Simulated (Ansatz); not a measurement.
Crystal: Ti2Co.

```
Co Ti
1.0
     0.00000    3.36500    3.36500
     3.36500    0.00000    3.36500
     3.36500    3.36500    0.00000
Co Ti
2 4
Cartesian
  5.0475 5.0475 5.0475
  3.3650 3.3650 3.3650
  2.5238 0.8413 2.5238
  2.5238 2.5238 0.8413
  0.8413 2.5238 2.5238
  0.8413 0.8413 0.8413
```

| Quantity | Value |
| --- | --- |
| Program | Ansatz 0.2.0 |
| Task | single point |
| Functional | PBEsol |
| Potentials or basis | Ansatz PAW |
| Cutoff | 420 eV (not typed: the program's choice for these potentials) |
| k mesh | 7 × 7 × 7 |
| Occupations | fermi-dirac, width 0.05 eV |
| Spin | collinear spin, ferromagnetic start |
| Starting moments | [2.0, 2.0, 1.0, 1.0, 1.0, 1.0] μB |

On this cell: pressure 15.9 GPa; largest force zero by symmetry; net moment 0.94 μB per cell; site moments Co +0.49; Ti +0.01 μB; band gap on the k mesh none (metal or under the smearing width).

The same run follows on a disturbed copy (atoms moved at random, drawn with an rms of 0.05 Å):

```
CELL_PARAMETERS angstrom
0.00000 3.36500 3.36500
3.36500 0.00000 3.36500
3.36500 3.36500 0.00000
ATOMIC_POSITIONS crystal
Co 0.74874 0.74424 0.74799
Co 0.49072 0.49833 0.50368
Ti 0.11893 0.62096 0.13162
Ti 0.12936 0.12170 0.62491
Ti 0.61132 0.12642 0.12515
Ti 0.12373 0.13471 0.12923
```

What does the disturbed cell give?

The energy (extrapolated to zero smearing) moves by +15.3 meV/atom; pressure 16.2 GPa; largest force 1.698 eV/Å; net moment 0.99 μB per cell; site moments Co +0.69, +0.33; Ti +0.01, +0.02 μB; band gap on the k mesh none (metal or under the smearing width).

Forces in eV/Å, atoms in the order of the input:
```
Co   0.184  0.019  0.043
Co  -0.020  0.057  0.132
Ti   0.856 -0.612  0.631
Ti   0.649  0.705 -0.592
Ti  -0.827  0.850  0.853
Ti  -0.841 -1.020 -1.066
```

Stress tensor (GPa, compression positive):
```
16.27 -0.01 -0.13
-0.01 16.33 -0.27
-0.13 -0.27 16.13
```

Caveats: the PAW data sets come from PBE, with cores solved anew for the run's functional, which leaves a small shift of forces and pressure; so large a pressure means that the cell lies far from this level's equilibrium, or that cutoff or potentials fall short (some runs).
